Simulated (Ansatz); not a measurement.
The system is AlNi.

```
Ni Al
1.0
     2.88100    0.00000    0.00000
     0.00000    2.88100    0.00000
     0.00000    0.00000    2.88100
Ni Al
1 1
Direct
  0.50000 0.50000 0.50000
  0.00000 0.00000 0.00000
```

```yaml
Program: Ansatz 0.2.0
Task: relaxation of cell and atoms
Functional: revPBE
Dispersion: D3(BJ)
Potentials_or_basis: Ansatz PAW
Cutoff: "420 eV (not typed: the program's choice for these potentials)"
k_mesh: 9 × 9 × 9
Occupations: fermi-dirac, width 0.05 eV
Spin: collinear spin, ferromagnetic start
Starting_moments: "[1.0, 0.0] μB"
```

At the start: volume 11.96 Å³/atom.

How do energy, volume and symmetry change on relaxing?

It ends after 5 steps and the volume is 11.45 Å³/atom (-4.2 %); space group Pm-3m (No. 221, to 0.05 Å); moment 0.00 μB per cell.

The path:
```
step  energy change (eV)  largest force (eV/Å)  volume (Å³)
   1              0.0000                0.0000        23.91
   2             -0.0194                0.0000        23.30
   3             -0.0233                0.0000        22.88
   4             -0.0233                0.0000        22.91
   5             -0.0228                0.0000        22.91
```

Final structure:
```yaml
crystal:
  lattice:
    - [2.84010, 0.00000, 0.00000]
    - [0.00000, 2.84010, 0.00000]
    - [0.00000, 0.00000, 2.84010]
  atoms:
    - { symbol: Ni, position: [0.50000, 0.50000, 0.50000] }
    - { symbol: Al, position: [0.00000, 0.00000, 0.00000] }
```

Caveat: the plane-wave basis is chosen anew once the cell has moved, so the energies of steps on either side of that aren't comparable; pairwise dispersion overbinds metals, which lowers pressure and volume; the PAW data sets come from PBE, with cores solved anew for the run's functional, which leaves a small shift of forces and pressure; the starting moments weren't kept.
